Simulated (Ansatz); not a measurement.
The system is Na2S.

```
S Na
1.0
     0.00000    3.27350    3.27350
     3.27350    0.00000    3.27350
     3.27350    3.27350    0.00000
S Na
1 2
Direct
  0.00000 0.00000 0.00000
  0.75000 0.75000 0.75000
  0.25000 0.25000 0.25000
```

Base run:

- Program: Ansatz 0.2.0
- Functional: HSE06 form with a typed share of exact exchange
- Potentials or basis: Ansatz PAW
- Cutoff: 420 eV (not typed: the program's choice for these potentials)
- k mesh: 4 × 4 × 4
- Occupations: fermi-dirac, width 0.05 eV
- Spin: no spin polarisation

Its results: band gap on the k mesh 4.12 eV, direct; pressure -0.7 GPa.

**Question.** The run is repeated on the same cell with these changes: share of exact exchange from 0.4 to 0.05. What comes out?

**Answer.** Band gap on the k mesh 2.67 eV, direct; pressure 0.2 GPa.

Caveats: the PAW data sets come from PBE, with cores solved anew for the run's functional, which leaves a small shift of forces and pressure; the thresholds are loose for stress.

